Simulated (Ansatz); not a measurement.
## An added B started as a split pair with a B atom in zincblende BN, 65 atoms, charge +3

All numbers come from Ansatz (PAW, plane waves, no spin–orbit coupling) at the single k point (¼, ¼, ¼) without its symmetry partners. The atoms were relaxed with PBEsol in a fixed cell; other functionals are single points on those atoms unless said otherwise. The valence top and gap of the host come from its small cell on a dense mesh, with the band extrema sought between the mesh points, lined up by the mean potential, PBEsol gap 4.30 eV, HSE06 gap 5.80 eV, r²SCAN gap 5.01 eV. The charge correction uses an assumed dielectric constant of 7.1.

Relaxed structure:

```
B N
1.0
     7.21159    0.00000    0.00000
     0.00000    7.21159    0.00000
     0.00000    0.00000    7.21159
B N
33 32
Cartesian
  7.2076 7.2106 0.0034
  7.2101 0.0015 3.6179
  7.2074 3.6046 0.0018
  7.2104 3.6075 3.6249
  3.6016 7.2103 0.0019
  3.6046 0.0017 3.6249
  3.6024 3.6054 7.1849
  3.0308 3.0338 3.3232
  1.7735 1.7765 7.1967
  1.6974 1.7002 3.6124
  1.8053 5.4021 7.2070
  1.7901 5.4236 3.6614
  5.3991 1.8083 7.2070
  5.4205 1.7931 3.6615
  5.4292 5.4323 7.2005
  5.5129 5.5159 3.6176
  1.7789 7.1897 1.7949
  1.7962 7.1991 5.4315
  1.7340 3.5375 1.7178
  1.7633 3.6077 5.4407
  5.4237 0.0195 1.7973
  5.4104 0.0156 5.4328
  5.4618 3.6667 1.7268
  5.4457 3.6062 5.4437
  7.1868 1.7818 1.7949
  7.1962 1.7992 5.4314
  0.0166 5.4267 1.7973
  0.0126 5.4134 5.4328
  3.5347 1.7370 1.7179
  3.6047 1.7663 5.4407
  3.6635 5.4645 1.7270
  3.6032 5.4486 5.4437
  4.1820 4.1848 3.3355
  0.8913 0.8943 0.9097
  0.8719 0.8748 4.5325
  0.9124 4.5071 0.9139
  0.9015 4.5053 4.5191
  4.5042 0.9153 0.9139
  4.5023 0.9045 4.5191
  4.5149 4.5178 0.8831
  4.5996 4.6025 4.5865
  2.6916 2.6945 0.8826
  2.6138 2.6170 4.5771
  2.7053 6.2996 0.9146
  2.7104 6.3150 4.5205
  6.2967 2.7083 0.9147
  6.3120 2.7134 4.5205
  6.3169 6.3198 0.9119
  6.3414 6.3443 4.5370
  2.6903 0.8890 2.7052
  2.6994 0.8873 6.3295
  2.7593 4.4638 2.7836
  2.7108 4.5036 6.3044
  6.2966 0.9168 2.7193
  6.3033 0.9108 6.3280
  6.3246 4.5242 2.7093
  6.3275 4.5150 6.3305
  0.8861 2.6932 2.7053
  0.8843 2.7024 6.3295
  0.9139 6.2995 2.7193
  0.9078 6.3063 6.3281
  4.4607 2.7621 2.7839
  4.5007 2.7138 6.3045
  4.5212 6.3275 2.7093
  4.5120 6.3304 6.3306
```

Chemical potentials μ are those of reference phases of the elements at zero temperature by the same functional (the usual solids, diamond for C, grey Sn, and the molecules H2, N2, O2, F2, Cl2, Br2 and S8).

```tsv
functional	E(defect) − E(host) − Σ nμ + q·E_VBM (eV)	monopole (eV)	alignment (eV)	formation energy at E_F = VBM (eV)	moment (μB)	wall time, shared host
PBEsol	3.88	3.59	-0.33	7.14	0 (no spin)	16 s on NVIDIA GB300 (relaxation)
HSE06	1.96	3.59	-0.28	5.27	0 (no spin)	15 s on NVIDIA GB300
r²SCAN	3.89	3.59	-0.31	7.17	0 (no spin)	4.8 s on NVIDIA GB300
```

Task: How does the monopole term follow by hand for this cubic cell?

Result: q²·α·e²/(4πε₀)/(2εL) with the Madelung constant α = 2.837 and e²/4πε₀ = 14.40 eV·Å: 9 × 2.837 × 14.40 / (2 × 7.1 × 7.212) = 3.59 eV.

HSE06 one-electron levels near the gap (the ten most localised at most), from the host's valence top, not corrected for the charge's images:

| level (eV) | spin | filling | atoms sharing it | element of the atom with most weight |
| --- | --- | --- | --- | --- |
| -0.20 | both | 2.00 | 46.9 | spread |
| -0.17 | both | 2.00 | 47.3 | spread |
| 3.88 | both | 0.00 | 8.8 | B |
| 5.12 | both | 0.00 | 12.6 | B |

r²SCAN one-electron levels near the gap (the ten most localised at most), from the host's valence top, not corrected for the charge's images:

```tsv
level (eV)	spin	filling	atoms sharing it	element of the atom with most weight
-0.17	both	2.00	46.6	spread
-0.13	both	2.00	47.0	spread
3.06	both	0.00	9.0	B
4.25	both	0.00	12.6	B
```

All elements are taken at their own reference at once; growth conditions in equilibrium with the host shift these energies, by up to the host's formation enthalpy.

One k point and a cell of this size can leave errors of several tenths of an eV in such numbers.
